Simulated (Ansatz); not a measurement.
Set up this calculation in Ansatz 0.2.0, as the native input.

```yaml
Task: elastic constants
Functional: PBEsol
Potentials_or_basis: Ansatz PAW
Cutoff: "420 eV (not typed: the program's choice for these potentials)"
k_mesh: 10 × 10 × 10
Occupations: fermi-dirac, width 0.05 eV
Spin: no spin polarisation
Atoms_under_strain: clamped
```

Crystal: Hf.

```
CELL_PARAMETERS angstrom
-1.80500 1.80500 1.80500
1.80500 -1.80500 1.80500
1.80500 1.80500 -1.80500
ATOMIC_POSITIONS crystal
Hf 0.00000 0.00000 0.00000
```

This isn't the form of Hf at room conditions, which is hcp.

These files were run (other wordings do the same):

input.yaml

```yaml
crystal:
  lattice:
    - [-1.805, 1.805, 1.805]
    - [1.805, -1.805, 1.805]
    - [1.805, 1.805, -1.805]
  atoms:
    - { symbol: Hf, position: [0.0, 0.0, 0.0] }
hamiltonian:
  xc: pbesol
  pseudopotentials: { kind: paw }
kpoints:
  mp_grid: { grid: [10, 10, 10] }
scf:
  occupations: { method: fermi_dirac, width: 0.05 }
output:
  forces: true
  stress: true
elastic:
  mode: clamped_ion
  stencil: two_point
```

Potentials or basis: Ansatz PAW.

The run is started by

```sh
$ ansatz run input.yaml --threads 2 --pin off --max-ram 5632MiB --backend cpu --events-out ev --progress --plain --runs-dir out
```

Results of the run:

```
Pressure                        : -9.0 GPa
Band gap on the k mesh          : none (metal or under the smearing width)
Elastic constants C11, C12, C44 : 41, 93, 47 GPa
Voigt bulk modulus              : 75 GPa
```

Caveat: the cell is more than 3 GPa from zero pressure, which shifts response properties; the elastic tensor has a negative eigenvalue, so either the cell is unstable as it stands or the mesh is too thin; the PAW data sets come from PBE, with cores solved anew for the run's functional, which leaves a small shift of forces and pressure.

It took 6.4 s on 2 threads of AMD EPYC 7R43 64-Core Processor (Zen 3) (shared host), peak memory 0.42 GiB.
